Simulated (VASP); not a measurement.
# SnSe (Pnma) in VASP: relaxation of cell and atoms with PBE+D3(BJ)

Aim: the relaxation of cell and atoms of SnSe with PBE+D3(BJ).

Everything below comes from runs of VASP 6.6.1. Logs are shortened: lines on timing, memory, paths and dates and some standing lists are left out, and cuts for length are marked.

## Step 1: The crystal as given

Symmetry: Pnma, No. 62, orthorhombic system. The conventional cell has a = 11.495 Å, b = 4.177 Å, c = 4.370 Å, α = 90.00°, β = 90.00°, γ = 90.00°. Around Sn (site symmetry m) lie 3 Se at 2.76 to 2.83 Å. Se (site symmetry m) is surrounded by 3 Sn at 2.76 to 2.83 Å.

## Step 2: Relaxation of cell and atoms, PBE+D3(BJ)

File INCAR:

```
PREC     = Accurate       # precision mode
ENCUT    = 600            # plane-wave cutoff, eV
EDIFF    = 1E-7           # SCF threshold, eV
ISMEAR   = 0              # smearing method
SIGMA    = 0.03           # smearing width, eV
LREAL    = False          # projectors in reciprocal space
LASPH    = True           # aspherical terms in the spheres
NELM     = 80             # most SCF steps
ALGO     = Normal         # electronic algorithm
ISIF     = 3              # what is computed and relaxed
LWAVE    = False          # write WAVECAR
LCHARG   = False          # write CHGCAR
GGA      = PE             # functional
IVDW     = 12             # dispersion correction
IBRION   = 2              # ionic algorithm
NSW      = 90             # ionic steps
EDIFFG   = -0.005         # ionic threshold
KPAR     = 2
```

File KPOINTS:

```
regular mesh
0
Gamma
  4 8 8
```

File POSCAR:

```
SnSe                                    
1.0
   11.4951242997      0.0000000000      0.0000000000
    0.0000000000      4.1770248358     -0.0000000000
    0.0000000000     -0.0000000000      4.3703652297
  Sn              Se            
     4     4
Direct
     0.1183530229146526    0.2500000000000000    0.0892348999778624
     0.3816469770853473    0.7500000000000000    0.5892348999778624
     0.6183530229146527    0.2500000000000000    0.4107651000221376
     0.8816469770853473    0.7500000000000000    0.9107651000221376
     0.3573219298020119    0.2500000000000000    0.0205160840254089
     0.1426780701979882    0.7500000000000000    0.5205160840254089
     0.8573219298020118    0.2500000000000000    0.4794839159745911
     0.6426780701979882    0.7500000000000000    0.9794839159745911
```

Potentials or basis: VASP PAW PBE potentials, release 64 (Sn_d, Se).

Run with:

```bash
$ cat potpaw_PBE.64/Sn_d/POTCAR potpaw_PBE.64/Se/POTCAR > POTCAR
$ mpirun -np 2 vasp_std > vasp.out
```

OUTCAR:

```text
PREC = Accurate
   ENCUT = 600
   EDIFF = 1E-7
   ISMEAR = 0
   LREAL = False
   LASPH = True
   NELM = 80
   ISIF = 3
   GGA = PE
   IVDW = 12
   IBRION = 2
   NSW = 90
   EDIFFG = -0.005
 IVDW          = 12

 ion  position               nearest neighbor table
   1  0.118  0.250  0.089-   5 2.76   6 2.83   6 2.83   6 3.26   6 3.26   4 3.52   4 3.52
   2  0.382  0.750  0.589-   6 2.76   5 2.83   5 2.83   5 3.26   5 3.26   3 3.52   3 3.52
   3  0.618  0.250  0.411-   7 2.76   8 2.83   8 2.83   8 3.26   8 3.26   2 3.52   2 3.52
   4  0.882  0.750  0.911-   8 2.76   7 2.83   7 2.83   7 3.26   7 3.26   1 3.52   1 3.52
   5  0.357  0.250  0.021-   1 2.76   2 2.83   2 2.83   2 3.26   2 3.26
   6  0.143  0.750  0.521-   2 2.76   1 2.83   1 2.83   1 3.26   1 3.26
   7  0.857  0.250  0.479-   3 2.76   4 2.83   4 2.83   4 3.26   4 3.26
   8  0.643  0.750  0.979-   4 2.76   3 2.83   3 2.83   3 3.26   3 3.26

  LATTYP: Found a simple orthorhombic cell.
 ALAT       =     4.1770248358
 B/A-ratio  =     1.0462866278
 C/A-ratio  =     2.7519884970

  Lattice vectors:

 A1 = (   0.0000000000,   4.1770248358,   0.0000000000)
 A2 = (   0.0000000000,   0.0000000000,   4.3703652297)
 A3 = (  11.4951242997,   0.0000000000,   0.0000000000)

Analysis of symmetry for initial positions (statically):
=====================================================================
 Subroutine PRICEL returns:
 Original cell was already a primitive cell.

 Routine SETGRP: Setting up the symmetry group for a
 simple orthorhombic supercell.

 Subroutine GETGRP returns: Found  8 space group operations
 (whereof  2 operations were pure point group operations)
 out of a pool of  8 trial point group operations.

The static configuration has the point symmetry S_2 .
 The point group associated with its full space group is D_2h.

Analysis of symmetry for dynamics (positions and initial velocities):
=====================================================================
 Subroutine PRICEL returns:
 Original cell was already a primitive cell.

 Routine SETGRP: Setting up the symmetry group for a
 simple orthorhombic supercell.

 Subroutine GETGRP returns: Found  8 space group operations
 (whereof  2 operations were pure point group operations)
 out of a pool of  8 trial point group operations.

The dynamic configuration has the point symmetry S_2 .
 The point group associated with its full space group is D_2h.

 Subroutine INISYM returns: Found  8 space group operations
 (whereof  2 operations are pure point group operations),
 and found     1 'primitive' translations

----------------------------------------------------------------------------------------

                                     Primitive cell

  volume of cell :     209.8449

  direct lattice vectors                    reciprocal lattice vectors
    11.495124300  0.000000000  0.000000000     0.086993405  0.000000000  0.000000000
     0.000000000  4.177024836  0.000000000     0.000000000  0.239404849  0.000000000
     0.000000000  0.000000000  4.370365230     0.000000000  0.000000000  0.228813828

  length of vectors
    11.495124300  4.177024836  4.370365230     0.086993405  0.239404849  0.228813828

  position of ions in fractional coordinates (direct lattice)
     0.118353023  0.250000000  0.089234900
     0.381646977  0.750000000  0.589234900
     0.618353023  0.250000000  0.410765100
     0.881646977  0.750000000  0.910765100
     0.357321930  0.250000000  0.020516084
     0.142678070  0.750000000  0.520516084
     0.857321930  0.250000000  0.479483916
     0.642678070  0.750000000  0.979483916

  ion indices of the primitive-cell ions
   primitive index   ion index
                 1           1
                 2           2
                 3           3
                 4           4
                 5           5
                 6           6
                 7           7
                 8           8

----------------------------------------------------------------------------------------

 KPOINTS: regular mesh

Automatic generation of k-mesh.
 Grid dimensions read from file:
 generate k-points for:    4    8    8

 Generating k-lattice:

  Cartesian coordinates                     Fractional coordinates (reciprocal lattice)
     0.021748351  0.000000000  0.000000000     0.250000000  0.000000000  0.000000000
     0.000000000  0.029925606  0.000000000     0.000000000  0.125000000  0.000000000
     0.000000000  0.000000000  0.028601729     0.000000000  0.000000000  0.125000000

  Length of vectors
     0.021748351  0.029925606  0.028601729

  Shift w.r.t. Gamma in fractional coordinates (k-lattice)
     0.000000000  0.000000000  0.000000000

 Subroutine IBZKPT returns following result:
 ===========================================

 Found     75 irreducible k-points:

 Following reciprocal coordinates:
            Coordinates               Weight
  0.000000  0.000000  0.000000      1.000000
  0.250000  0.000000  0.000000      2.000000
  0.500000  0.000000  0.000000      1.000000
  0.000000  0.125000  0.000000      2.000000
  0.250000  0.125000  0.000000      4.000000
  0.500000  0.125000  0.000000      2.000000
[... 16 lines left out ...]
  0.250000  0.250000  0.125000      8.000000
  0.500000  0.250000  0.125000      4.000000
 [... further k-points ...]
   k-points           NKPTS =     75   k-points in BZ     NKDIM =     75   number of bands    NBANDS=     48
   number of dos      NEDOS =    301   number of ions     NIONS =      8
   total plane-waves  NPLWV = 124416
   dimension x,y,z NGX =    96 NGY =   36 NGZ =   36
   dimension x,y,z NGXF=   192 NGYF=   72 NGZF=   72
   ions per type =               4   4
   NGX,Y,Z   is equivalent  to a cutoff of  13.88, 14.33, 13.69 a.u.
   NGXF,Y,Z  is equivalent  to a cutoff of  27.77, 28.66, 27.39 a.u.
 SYSTEM =  unknown system
   PREC   = accura    normal or accurate (medium, high low for compatibility)
   ISTART =      0    job   : 0-new  1-cont  2-samecut
   ICHARG =      2    charge: 1-file 2-atom 10-const
   ISPIN  =      1    spin polarized calculation?
   LNONCOLLINEAR =      F non collinear calculations
   LSORBIT =      F    spin-orbit coupling
   LASPH  =      T    aspherical Exc in radial PAW
   ENCUT  =  600.0 eV  44.10 Ry    6.64 a.u.  22.96  8.34  8.73*2*pi/ulx,y,z
   NELM   =     80;   NELMIN=  2; NELMDL= -5     # of ELM steps
   EDIFF  = 0.1E-06   stopping-criterion for ELM
   LREAL  =      F    real-space projection
   EDIFFG = -.5E-02   stopping-criterion for IOM
   NSW    =     90    number of steps for IOM
   IBRION =      2    ionic relax: 0-MD 1-quasi-New 2-CG
   NFREE  =      1    steps in history (QN), initial steepest desc. (CG)
   ISIF   =      3    stress and relaxation
   ISYM   =      2    0-nonsym 1-usesym 2-fastsym
   POTIM  = 0.5000    time-step for ionic-motion
   TEBEG  =    0.0;   TEEND  =   0.0 temperature during run
   PSTRESS=    0.0 pullay stress
   NELECT =      80.0000    total number of electrons
   NUPDOWN=      -1.0000    fix difference up-down
   EMIN   =  10.00;   EMAX   =-10.00  energy-range for DOS
   EFERMI =   0.00;   METHOD = LEGACY
   ISMEAR =     0;   SIGMA  =   0.03  broadening in eV -4-tet -1-fermi 0-gaus
   EFERMI_NEDOS =   21; number of points for ismear=-14 and -15
   IALGO  =     38    algorithm
   IMIX   =      4    mixing-type and parameters
     AMIX     =   0.40;   BMIX     =  1.00
     AMIX_MAG =   1.60;   BMIX_MAG =  1.00
  volume/ion in A,a.u.               =      26.23       177.01
  Fermi-wavevector in a.u.,A,eV,Ry     =   1.187058  2.243215 19.172066  1.409107
  Thomas-Fermi vector in A             =   2.323218
   LORBIT       =      0    0 simple, 1 ext, 2 COOP (PROOUT), +10 PAW based schemes
   GGA     = PE    functional components
   LHFCALC =     F    Hartree Fock is set to
   AEXX    =    0.0000 exact exchange contribution
   IVDW    =    12    specifies the selected vdW correction
   LEPSILON=     F    determine dielectric tensor
   LRPA    =     F    only Hartree local field effects (RPA)
 conjugate gradient relaxation of ions
 non-spin polarized calculation
 Gauss-broadening in eV      SIGMA  =   0.03
  energy-cutoff  :      600.00
  volume of cell :      209.84
 maximum number of plane-waves:      7036
 NGX is ok and might be reduce to    96
   NGX = 45   NGY = 17   NGZ = 17

--------------------------------------- Ionic step        1  -------------------------------------------

 number of electron      79.9999990 magnetization

 Free energy of the ion-electron system (eV)
  ---------------------------------------------------
  ext. energy  EPLUGINS =         0.00000000
  ---------------------------------------------------
  free energy    TOTEN  =       -32.78184481 eV

  energy without entropy =      -32.78184481  energy(sigma->0) =      -32.78184481

------------------------ aborting loop because EDIFF is reached ----------------------------------------

 Edisp (eV)   -2.94938

 E8    (eV) :    -1.3304

  FORCE on cell =-STRESS in cart. coord.  units (eV):
  Direction    XX          YY          ZZ          XY          YZ          ZX
  --------------------------------------------------------------------------------------
  -------------------------------------------------------------------------------------
  Total       0.00326    -0.04057    -0.01603     0.00000     0.00000     0.00000
  in kB       0.02487    -0.30977    -0.12236     0.00000     0.00000     0.00000
  external pressure =       -0.14 kB  Pullay stress =        0.00 kB
[... 115 lines left out ...]
  FREE ENERGIE OF THE ION-ELECTRON SYSTEM (eV)
  ---------------------------------------------------
  free  energy   TOTEN  =       -35.7312523653 eV

  energy  without entropy=      -35.7312523653  energy(sigma->0) =      -35.73125237

[... ionic steps 4 to 17 ...]

--------------------------------------- Ionic step       18  -------------------------------------------

 number of electron      79.9999980 magnetization

------------------------ aborting loop because EDIFF is reached ----------------------------------------

 Edisp (eV)   -2.94924

 E8    (eV) :    -1.3304
[... 81 lines left out ...]
  energy  without entropy=      -35.7315563339  energy(sigma->0) =      -35.73155633

--------------------------------------- Ionic step       20  -------------------------------------------

 number of electron      79.9999981 magnetization

 Free energy of the ion-electron system (eV)
  ---------------------------------------------------
  ext. energy  EPLUGINS =         0.00000000
  ---------------------------------------------------
  free energy    TOTEN  =       -32.78268779 eV

  energy without entropy =      -32.78268779  energy(sigma->0) =      -32.78268779

 E-fermi :   5.8192     XC(G=0):  -9.7959

 val. band max:        5.6511008246   @ k =   0.0000   0.0000   0.3750
 cond. band min:       6.1948724115   @ k =   0.0000   0.0000   0.0000
 fundamental gap:      0.5437715869
 Fermi energy:         5.8191674168

 k-point     1 :       0.0000    0.0000    0.0000
  band No.  band energies     occupation
      1     -15.7360      2.00000
      2     -15.7250      2.00000
      3     -15.7221      2.00000
      4     -15.7200      2.00000
      5     -15.7179      2.00000
      6     -15.7144      2.00000
[... 1213 lines left out ...]
     47       8.9174      0.00000
     48       8.9174      0.00000

 [... further k-points ...]

------------------------ aborting loop because EDIFF is reached ----------------------------------------

 Edisp (eV)   -2.94889

 E8    (eV) :    -1.3302

  FORCE on cell =-STRESS in cart. coord.  units (eV):
  Direction    XX          YY          ZZ          XY          YZ          ZX
  --------------------------------------------------------------------------------------
  -------------------------------------------------------------------------------------
  Total       0.00931    -0.02276    -0.00697     0.00000     0.00000     0.00000
  in kB       0.07108    -0.17374    -0.05322     0.00000     0.00000     0.00000
  external pressure =       -0.05 kB  Pullay stress =        0.00 kB
[... 23 lines left out ...]
  FREE ENERGIE OF THE ION-ELECTRON SYSTEM (eV)
  ---------------------------------------------------
  free  energy   TOTEN  =       -35.7315765331 eV

  energy  without entropy=      -35.7315765331  energy(sigma->0) =      -35.73157653

 reached required accuracy - stopping structural energy minimisation
```

Wall time 60 min (2 MPI ranks of Intel Xeon Platinum 8488C (Sapphire Rapids), shared host); peak memory 0.87 GiB.

Results:

- Free energy: -35.7316 eV
- Relaxed volume: 26.24 Å³/atom
- Relaxed cell: a = 11.486 Å, b = 4.172 Å, c = 4.380 Å, α = 90.00°, β = 90.00°, γ = 90.00°
- Space group after relaxing (to 0.05 Å): Pnma (No. 62)
- Energy gained by relaxing: 0.0 meV/atom
- Ionic steps: 20
- Pressure after relaxing: 0.0 GPa
- Largest force after relaxing: 0.004 eV/Å
- Band gap on the k mesh: 0.54 eV, indirect (least direct gap 0.82 eV)
- Dispersion energy per atom: -0.369 eV

Forces on the atoms (eV/Å):
```
Sn   0.003  0.000  0.001
Sn  -0.003  0.000  0.001
Sn   0.003  0.000 -0.001
Sn  -0.003  0.000 -0.001
Se   0.002  0.000  0.002
Se  -0.002  0.000  0.002
Se   0.002  0.000 -0.002
Se  -0.002  0.000 -0.002
```

Step by step:
```tsv
step	energy change (eV)	largest force (eV/Å)	pressure (GPa)	volume (Å³)
1	0.0000	0.0091	-0.01	209.84
2	0.0000	0.0076	0.00	209.78
3	0.0000	0.0065	0.02	209.72
4	0.0000	0.0060	0.01	209.73
5	-0.0001	0.0061	-0.01	209.77
6	-0.0001	0.0136	-0.04	209.84
7	-0.0001	0.0103	-0.03	209.81
8	-0.0001	0.0103	-0.03	209.80
9	-0.0001	0.0104	-0.02	209.76
10	-0.0002	0.0107	-0.01	209.69
11	-0.0002	0.0113	0.02	209.54
12	-0.0002	0.0111	0.01	209.62
13	-0.0002	0.0101	0.02	209.62
14	-0.0003	0.0082	0.02	209.65
15	-0.0003	0.0051	0.03	209.69
16	-0.0003	0.0050	0.03	209.71
17	-0.0003	0.0081	-0.03	209.99
18	-0.0003	0.0065	-0.01	209.87
19	-0.0003	0.0067	-0.01	209.88
20	-0.0004	0.0036	-0.01	209.89
```

Final structure:
```
CELL_PARAMETERS angstrom
11.48649 0.00000 0.00000
0.00000 4.17221 0.00000
0.00000 0.00000 4.37968
ATOMIC_POSITIONS crystal
Sn 0.11763 0.25000 0.09317
Sn 0.38237 0.75000 0.59317
Sn 0.61763 0.25000 0.40683
Sn 0.88237 0.75000 0.90683
Se 0.35703 0.25000 0.02202
Se 0.14297 0.75000 0.52202
Se 0.85703 0.25000 0.47798
Se 0.64297 0.75000 0.97798
```

Levels at points of the mesh, in eV from the valence-band top:
```csv
k point,band 37,band 38,band 39,band 40,band 41,band 42,band 43,band 44
"(0.00, 0.00, 0.00)",-1.62,-1.31,-0.72,-0.58,0.54,2.97,3.14,3.16
"(0.50, 0.00, 0.00)",-1.92,-1.92,-0.59,-0.59,2.56,2.56,2.78,2.78
"(0.00, 0.50, 0.00)",-1.00,-1.00,-0.66,-0.66,0.94,0.94,1.39,1.39
"(0.50, 0.50, 0.00)",-0.92,-0.92,-0.92,-0.92,1.42,1.42,1.42,1.42
"(0.00, 0.00, 0.50)",-0.78,-0.78,-0.26,-0.26,1.22,1.22,1.44,1.44
"(0.50, 0.00, 0.50)",-0.46,-0.46,-0.23,-0.23,1.15,1.15,1.49,1.49
"(0.00, 0.50, 0.50)",-2.35,-2.35,-1.53,-1.53,2.60,2.60,3.01,3.01
"(0.50, 0.50, 0.50)",-1.60,-1.60,-1.60,-1.60,2.40,2.40,2.40,2.40
```

Caveat: spin-orbit coupling is left out, which moves the levels of the heavy elements.
